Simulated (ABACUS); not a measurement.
Bi2Se3 (Paraguanajuatite): equation of state with PBEsol

Bi2Se3 (Paraguanajuatite):

```
Bi Se
1.0
     2.07150    1.19598    9.54533
    -2.07150    1.19598    9.54533
     0.00000   -2.39196    9.54533
Bi Se
2 3
Direct
  0.59920 0.59920 0.59920
  0.40080 0.40080 0.40080
  0.78830 0.78830 0.78830
  0.21170 0.21170 0.21170
  0.00000 0.00000 0.00000
```

* Program: ABACUS 3.10.1
* Task: equation of state
* Functional: PBEsol
* Potentials or basis: Ansatz NC PBE
* Cutoff: 1184 eV
* Density cutoff: 4735 eV
* Basis: plane waves
* k mesh: 6 × 6 × 6
* Occupations: fermi-dirac, width 0.05 eV
* Spin: no spin polarisation
* Radial cutoff of the potentials (pseudo_rcut): 7 bohr
* SCF threshold on the density: 1e-08
* Max SCF steps: 100
* Eigensolver: dav
* Mixing: broyden
* Mixing share: 0.7
* Symmetry key: 1
* Bands: 47

```json
{"Equilibrium volume": "28.20 Å³/atom", "Bulk modulus at fixed shape and positions": "64 GPa", "Pressure derivative of the bulk modulus": "4.5 (rough: it moves with the points fitted)"}
```

Energy against volume, from the lowest point:
```
volume (Å³/atom)  energy (meV/atom)
          26.675              17.20
          27.810               0.00
          28.946               2.57
          30.081              21.01
```

All runs of the series together: 27 min on 4 threads of AMD EPYC 9R45 96-Core Processor (Zen 5), on a shared host.

Caveat: the cell was scaled at fixed shape and fractional positions, which overstates the stiffness of a crystal with free parameters, most of all of layers and chains; the potentials were made for another functional, which shifts forces and pressure.
